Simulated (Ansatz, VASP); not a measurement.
**BeS: VASP beside Ansatz**

```xyz
2
Lattice="2.4746 0.0000 0.0000 0.0000 2.4746 0.0000 0.0000 0.0000 4.4092" Properties=species:S:1:pos:R:3 pbc="T T T"
Be    0.0000    0.0000    0.0000
S     0.0000    0.0000    2.2046
```

Alike in both runs: functional PBE; k mesh 22 × 22 × 12; occupations gaussian, width 0.1 eV; no spin polarisation.

Ansatz relaxed the structure, and its values are those at the end. VASP's run is a single point on that final structure, the one shown.

|  | VASP | Ansatz |
| --- | --- | --- |
| version | VASP 6.6.1 | Ansatz 0.2.0 |
| potentials or method | VASP PAW PBE potentials, release 64 (Be, S) | scalar-relativistic, plane waves, PAW |
| plane-wave cutoff (eV) | 520 | 420 |
| valence electrons in the cell | 8 | 8 |

```csv
,VASP,Ansatz,Ansatz less VASP
gap on the k mesh at the Fermi level (eV),none,none,-
pressure (GPa),-0.1,0.0,+0.05
```

A gap of «none» marks a metal or a gap that the smearing closes.
